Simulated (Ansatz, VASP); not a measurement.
# Two plane-wave programs on Mg

INCAR

```
SYSTEM = Mg
  PREC = Accurate
  ENCUT = 520
  EDIFF = 1E-7
  ISMEAR = -1
  SIGMA = 0.05
  LREAL = .FALSE.
  LASPH = .TRUE.
  NELM = 60
  ALGO = Normal
  ISIF = 2
  LWAVE = .FALSE.
  LCHARG = .FALSE.
  NBANDS = 9
```

Contents of KPOINTS:

```
Automatic mesh
0
G
  10 10 5
  0 0 0
```

The input POSCAR:

```
Mg
1.0
    3.1877604248      0.0000000000      0.0000000000
   -1.5938802124      2.7606815091      0.0000000000
    0.0000000000      0.0000000000      5.1753304900
Mg
2
Direct
    0.6666666667      0.3333333333      0.7500000000
    0.3333333333      0.6666666667      0.2500000000
```

input.yaml

```yaml
crystal:
  lattice:
    - [3.1877604248, 0.0, 0.0]
    - [-1.5938802124, 2.7606815091, 0.0]
    - [0.0, 0.0, 5.17533049]
  atoms:
    - { symbol: Mg, position: [0.6666666667, 0.3333333333, 0.75] }
    - { symbol: Mg, position: [0.3333333333, 0.6666666667, 0.25] }
hamiltonian:
  xc: lda
  pseudopotentials: { kind: paw }
kpoints:
  mp_grid: { grid: [10, 10, 5] }
scf:
  occupations: { method: fermi_dirac, width: 0.05 }
output:
  forces: true
  stress: true
  eigenvalues: true
  write_density: true
  write_potential: true
  elf: true
  volumetric_format: npy
```

Alike in both runs: task single point; functional LDA; k mesh 10 × 10 × 5; occupations fermi-dirac, width 0.05 eV; no spin polarisation.

|  | VASP | Ansatz |
| --- | --- | --- |
| version | VASP 6.6.1 | Ansatz 0.2.0 |
| potentials or method | VASP PAW LDA potentials, release 64 (Mg) | Ansatz PAW |
| plane-wave cutoff (eV) | 520 | 420 |
| valence electrons in the cell | 4 | 20 |

|  | VASP | Ansatz | Ansatz less VASP |
| --- | --- | --- | --- |
| gap on the k mesh at the Fermi level (eV) | none | none | - |
| pressure (GPa) | -2.1 | -1.8 | +0.32 |
| largest component of the traceless stress (GPa) | 0.85 | 0.86 | +0.007 |

A gap of «none» marks a metal or a gap that the smearing closes. The two sets of potentials don't hold the same shells in valence.

Caveats: the PAW data sets come from PBE, with cores solved anew for the run's functional, which leaves a small shift of forces and pressure (Ansatz).
